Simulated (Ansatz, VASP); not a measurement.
# Ta (Ta wire along [111], 13 atoms a period): VASP beside Ansatz

One calculation is typed for both programs; each brings its own data sets. How far apart do they land? The structure shown is the start of the Ansatz relaxation below; VASP solves that cell, so the two are compared at the walk's first step.

Main program and level: Ansatz 0.2.0; plane waves, with VASP 6.6.1 beside it; single point at PBE.

## (1) Starting point

The cell holds 13 atoms: 13 Ta. Cell: a = 16.190 Å, b = 14.932 Å, c = 2.875 Å, α = 90.0°, β = 90.0°, γ = 90.0°. Vacuum lies along a and b. The structure's axis is c.

## (2) Ansatz: relaxation, PBE

Ansatz runs on its PAW soft_1 files.

The two programs are compared at the cell with which this relaxation starts, whose forces are those of its first step.

Contents of input.yaml:

```yaml
crystal:
  lattice:
    - [16.19, 0.0, 0.0]
    - [0.0, 14.932, 0.0]
    - [0.0, 0.0, 2.8752043406]
  atoms:
    - { symbol: Ta, position: [0.210006177, 0.500010245, 0.0] }
    - { symbol: Ta, position: [0.355008926, 0.772321588, 0.0] }
    - { symbol: Ta, position: [0.500011676, 0.500010245, 0.0] }
    - { symbol: Ta, position: [0.645014425, 0.772321588, 0.0] }
    - { symbol: Ta, position: [0.355008926, 0.409239797, 0.333333333] }
    - { symbol: Ta, position: [0.500011676, 0.68155114, 0.333333333] }
    - { symbol: Ta, position: [0.645014425, 0.409239797, 0.333333333] }
    - { symbol: Ta, position: [0.355008926, 0.590780692, 0.666666667] }
    - { symbol: Ta, position: [0.500011676, 0.318469349, 0.666666667] }
    - { symbol: Ta, position: [0.645014425, 0.590780692, 0.666666667] }
    - { symbol: Ta, position: [0.355008926, 0.227698902, 0.0] }
    - { symbol: Ta, position: [0.645014425, 0.227698902, 0.0] }
    - { symbol: Ta, position: [0.790017174, 0.500010245, 0.0] }
kpoints:
  mp_grid: { grid: [1, 1, 28] }
scf:
  occupations: { method: fermi_dirac, width: 0.05 }
hamiltonian:
  xc: pbe
  pseudopotentials: { kind: paw, azcp: { folder: soft_1 } }
relax:
  cell: { fix: [a, b, alpha, beta, gamma] }
  max_steps: 45
  f_tol: 0.03
```

The run is started by

```
$ ansatz run input.yaml --threads 4 --pin off --max-ram 16384MiB --backend cpu --events-out ev --progress --plain --runs-dir out
```

Numbers of over 12 decimals in the logs are rounded to 6 here.

Log:

```text
Engine: ansatz 0.2.0, aarch64-unknown-linux-gnu
Pseudopotentials: kind: paw
Pseudopotential: Ta, paw, valence charge 13, recommended cutoff 420 eV (normal), soft_1/Ta.paw.azcp
Functional definition: PBE
  parameter kappa = 0.804
  parameter beta = 0.066725
  exchange = pbe_x(kappa = kappa, mu = beta*pi^2/3)
  correlation = pbe_c(beta = beta)
Crystal: 13 atoms, lattice volume = 695.078 Å³
Basis set: ecut = 420 eV, 13571 PW (Γ), exchange–correlation on 240×200×40 points (8 copies of the dense FFT grid, shifted against one another)
Bands: 102, of which v1, the nominal top of the filled ones, is band 85 counted from 1 (84 counted from 0)
Symmetry: 4 space group operations
Space group: P2/m (ITA 10), of the structure as read, at distance tolerance 8.9e-5 Å
k-points: 15 of 28
Non-local potential: Ta, projectors of the file, l = 0: 3, l = 1: 2, l = 2: 2, l = 3: 1
PAW form: soft (Blöchl's): semilocal exchange-correlation on the pseudo side does not see the compensation charge
PAW one-centre angular grid: Ta, 590 points (default); XC on 64 Gauss nodes
Initial density: superposition of atomic densities (neutral atoms: chi_scale 0, normalization atom)
Initial wavefunctions: pseudopotential atomic-orbital guess
Functional: x = pbe(κ = 0.804, μ = 0.219515), c = pbe(β = 0.066725)
SCF iter   1: F=—  HF=-129128.043106 eV  |F-HF|=—  |Δ(HF+E_count)|=         —  Δρ=4.86e-2  dr2=2.12e2  ethr=3.10e-3  ⟨swp⟩=9.8  Hψ=7072  notcnv=0  defer=9
preconditioner: auto → LDOS  [metal: Δε(μ)=0.014 eV  Ē_g=3.945 eV  σ=0.050 eV  W_gap=0.07  n_scr=92 (ndim 8)  ℏωp=11.4 eV  f_vac=0.468  D(μ)=17.87/eV (n_scr^D=92)  β→1.0]
SCF iter   2: F=—  HF=-129126.367682 eV  |F-HF|=—  |Δ(HF+E_count)|=    1.68e0  Δρ=5.87e-2  dr2=3.47e2  ethr=3.10e-3  ⟨swp⟩=7.5  Hψ=5543  notcnv=0  defer=66
SCF iter   3: F=—  HF=-129111.849486 eV  |F-HF|=—  |Δ(HF+E_count)|=    1.45e1  Δρ=1.41e-2  dr2=2.61e0  ethr=3.10e-3  ⟨swp⟩=6.5  Hψ=4400  notcnv=0  defer=10
SCF iter   4: F=—  HF=-129111.926653 eV  |F-HF|=—  |Δ(HF+E_count)|=   7.72e-2  Δρ=8.34e-3  dr2=3.15e0  ethr=1.54e-3  ⟨swp⟩=3.5  Hψ=2880  notcnv=0  defer=11
SCF iter   5: F=—  HF=-129111.798344 eV  |F-HF|=—  |Δ(HF+E_count)|=   1.28e-1  Δρ=2.34e-3  dr2=2.89e-1  ethr=1.54e-3  ⟨swp⟩=2.1  Hψ=1702  notcnv=0  defer=11
SCF iter   6: F=—  HF=-129111.799575 eV  |F-HF|=—  |Δ(HF+E_count)|=   1.23e-3  Δρ=8.49e-4  dr2=1.53e-2  ethr=1.71e-4  ⟨swp⟩=3.3  Hψ=2278  notcnv=0  defer=10
SCF iter   7: F=—  HF=-129111.802023 eV  |F-HF|=—  |Δ(HF+E_count)|=   2.45e-3  Δρ=4.10e-4  dr2=1.20e-2  ethr=9.04e-6  ⟨swp⟩=2.0  Hψ=2047  notcnv=0  defer=10
SCF iter   8: F=—  HF=-129111.801533 eV  |F-HF|=—  |Δ(HF+E_count)|=   4.90e-4  Δρ=1.33e-4  dr2=1.98e-3  ethr=7.07e-6  ⟨swp⟩=1.3  Hψ=1532  notcnv=0  defer=10
SCF iter   9: F=—  HF=-129111.801479 eV  |F-HF|=—  |Δ(HF+E_count)|=   5.42e-5  Δρ=3.55e-5  dr2=3.00e-5  ethr=1.17e-6  ⟨swp⟩=2.2  Hψ=1779  notcnv=0  defer=10
SCF iter  10: F=—  HF=-129111.800852 eV  |F-HF|=—  |Δ(HF+E_count)|=   6.27e-4  Δρ=2.17e-5  dr2=1.33e-5  ethr=1.78e-8  ⟨swp⟩=3.0  Hψ=2389  notcnv=0  defer=10
SCF iter  11: F=—  HF=-129111.800853 eV  |F-HF|=—  |Δ(HF+E_count)|=   8.12e-7  Δρ=1.05e-5  dr2=2.46e-6  ethr=7.85e-9  ⟨swp⟩=2.0  Hψ=1985  notcnv=0  defer=10
SCF iter  12: F=—  HF=-129111.800853 eV  |F-HF|=—  |Δ(HF+E_count)|=   1.12e-7  Δρ=2.58e-6  dr2=1.29e-7  ethr=1.45e-9  ⟨swp⟩=2.1  Hψ=2112  notcnv=0  defer=10
SCF iter  13: F=-129111.800853 eV  HF=-129111.800853 eV  |F-HF|=1.31e-10  |Δ(HF+E_count)|=   1.15e-8  Δρ=7.88e-7  dr2=7.25e-9  ethr=5.92e-11  ⟨swp⟩=5.2  Hψ=4915  notcnv=0
SCF 1 converged in 13 iterations: F = -129111.800853 eV  dr2 = 7.25e-9
  greatest PAW one-centre occupation: 0.999 electrons in one spin orbital (limit 2), on the Ta atom at site 2 (counted from 0), in its partial waves of l = 0
relax step   1: F+E_penalty+E_count = -129111.80085264 eV  Δ(F+E_penalty+E_count) = +0.000e0 eV  max|allowed force component| = 2.097e0 eV/Å  Δτ_max = 0.0000 Å  P = -5.499 GPa  Ω = 695.078 Å³  fix = [a, b, alpha, beta, gamma]  reactions: a -4.674, b -4.693 GPa; alpha +0.003 GPa/rad  (13 SCF iters, dr2 threshold 1.00e-7 eV, accepted)
[...]
relax step   5: F+E_penalty+E_count = -129114.36705685 eV  Δ(F+E_penalty+E_count) = -2.060e-2 eV  max|allowed force component| = 6.139e-2 eV/Å  Δτ_max = 0.0178 Å  P = -0.116 GPa  Ω = 655.366 Å³  energy of the carried Pulay correction = +2.817e-3 eV  fix = [a, b, alpha, beta, gamma]  reactions: a +0.080, b +0.023 GPa; alpha -0.002 GPa/rad  (7 SCF iters, dr2 threshold 1.30e-6 eV, accepted)
[...]
relax step   6: F+E_penalty+E_count = -129114.37753395 eV  Δ(F+E_penalty+E_count) = -1.048e-2 eV  max|allowed force component| = 1.955e-2 eV/Å  Δτ_max = 0.0228 Å  P = -0.057 GPa  Ω = 650.100 Å³  energy of the carried Pulay correction = +3.203e-3 eV  fix = [a, b, alpha, beta, gamma]  reactions: a -0.076, b -0.140 GPa; alpha +0.001 GPa/rad  (7 SCF iters, dr2 threshold 5.11e-7 eV, accepted)
[...]
relax step   7: F+E_penalty+E_count = -129114.37491948 eV  Δ(F+E_penalty+E_count) = +2.614e-3 eV  max|allowed force component| = 1.959e-2 eV/Å  Δτ_max = 0.0000 Å  P = -0.058 GPa  Ω = 650.100 Å³  fix = [a, b, alpha, beta, gamma]  reactions: a -0.075, b -0.139 GPa; alpha +0.001 GPa/rad  stress off target by 4.14e-2 GPa on what of the cell is left free  SCF on the basis re-selected at this cell (its energy is not comparable with the rows above)  (7 SCF iters)
basis re-selected at this cell: Δ(F+E_penalty+E_count) = +2.614e-3 eV, ΔP = -0.001 GPa vs the last step (what re-selecting the basis moved, of the pressure what is left beyond the Pulay correction that the steps carried, after the strain that the cell walked since its last selection, with what the two solves' SCF thresholds leave and, on support functions, any second-order correction that the steps lacked; it is no measure of the basis error at this ecutwfc). The dense FFT grid was sized anew with the basis: this SCF ran on 120×100×18 points, the steps before it on 120×100×20, so part of this shift can come from that change (see relax.cell in the input reference). [rest of the remark cut]
SCF converged after 7 iterations
Free energy (F): -129114.374919 eV
Harris-Foulkes:  -129114.374919 eV  (|F-HF|=0.00e0)
Internal energy: -129114.219709 eV  (E = F + TS)
E sigma→0 (E₀):  -129114.297314 eV
Entropy (-TS):   -0.155211 eV (-11.939 meV/atom)
Fermi energy:    4.412474 eV
--- Per-component energies (eV) ---
  E_band       = -3771.455334
  E_kinetic    = 5115.961112
  E_local      = -73223.432230  (includes V_loc(G=0)·N_el)
  E_nonlocal   = -140.892669
  E_hartree    = 34416.578474
  E_xc         = -4163.146146
  E_vxc        = -3019.393748  (∫ρ·V_xc dr)
  E_paw        = -107958.686719  (= ΣΔE_a)
  E_vpaw       = -1336.856613  (= ΣTr[D̂ρ^β])
  E_aug_tail   = 0.001201  (compensation charges beyond the density's cutoff)
  E_ewald      = 16839.397267
  E_smearing   = -0.155211  (= −TS)
  E_closure    = 0.000000  (closes the sum)
  Σ components = -129114.374919   (vs F -129114.374919, Δ=0.00e0)
--- Forces (eV/Å), atoms counted from 1 ---
  atom   1  Ta     0.00061261     0.00000000     0.00000000
  atom   2  Ta    -0.00046949    -0.00100445     0.00071751
  atom   3  Ta     0.00000000     0.00000000     0.00000000
  atom   4  Ta     0.00046949    -0.00100445     0.00071751
  atom   5  Ta     0.01852539     0.01018543     0.01371395
  atom   6  Ta     0.00000000    -0.01959060     0.01288779
  atom   7  Ta    -0.01852539     0.01018543     0.01371395
  atom   8  Ta     0.01852539    -0.01018543    -0.01371395
  atom   9  Ta     0.00000000     0.01959060    -0.01288779
  atom  10  Ta    -0.01852539    -0.01018543    -0.01371395
  atom  11  Ta    -0.00046949     0.00100445    -0.00071751
  atom  12  Ta     0.00046949     0.00100445    -0.00071751
  atom  13  Ta    -0.00061261     0.00000000     0.00000000
  max |Σ_I F_I| component: 1.73e-18 eV/Å
--- Stress (GPa, compression-positive) ---
       -0.074847       0.000000       0.000000
        0.000000      -0.139364      -0.001174
        0.000000      -0.001174       0.041355
  P = ⅓ Tr σ = -0.0576 GPa (-0.576 kbar)
--- Relaxed structure (6 steps of the walk, 6 accepted, 1 SCFs on fresh bases) ---
  F+E_penalty+E_count = -129114.37491948 eV   max|allowed force component| = 1.959e-2 eV/Å   (the final SCF, on the basis selected at the relaxed cell)
  cell:  # Å, volume = 650.1003 Å³
    - [16.19, 0.0, 0.0]
    - [0.0, 14.932, 0]
    - [0.0, 0, 2.689153]
  atoms:
    - { symbol: Ta, position: [0.218558, 0.500010, -1.6243747591951927e-19] }
    - { symbol: Ta, position: [0.359143, 0.764506, 0.000439226] }
    - { symbol: Ta, position: [0.500012, 0.500010, -1.6243747591951927e-19] }
    - { symbol: Ta, position: [0.640880, 0.764506, 0.000439226] }
    - { symbol: Ta, position: [0.349024, 0.405376, 0.379876] }
    - { symbol: Ta, position: [0.500012, 0.689124, 0.379997] }
    - { symbol: Ta, position: [0.651000, 0.405376, 0.379876] }
    - { symbol: Ta, position: [0.349024, 0.594645, 0.620124] }
    - { symbol: Ta, position: [0.500012, 0.310896, 0.620003] }
    - { symbol: Ta, position: [0.651000, 0.594645, 0.620124] }
    - { symbol: Ta, position: [0.359143, 0.235515, -0.000439226] }
    - { symbol: Ta, position: [0.640880, 0.235515, -0.000439226] }
    - { symbol: Ta, position: [0.781466, 0.500010, -1.6243747591951927e-19] }
```

(Continued in part 2 of 2.)

[Lines on the potential files, build, host, timing and source positions are cut from VASP's logs without a mark.]

[Logs are printed without paths, hosts, clocks, repeated set-up lines and the standing remarks that a program may print on its own settings, such as how far it seeks lower states.]

[Hosts, paths, dates, database ids (printed as entryN), source tags and the programs' standing remarks are cut or masked in the printed files.]
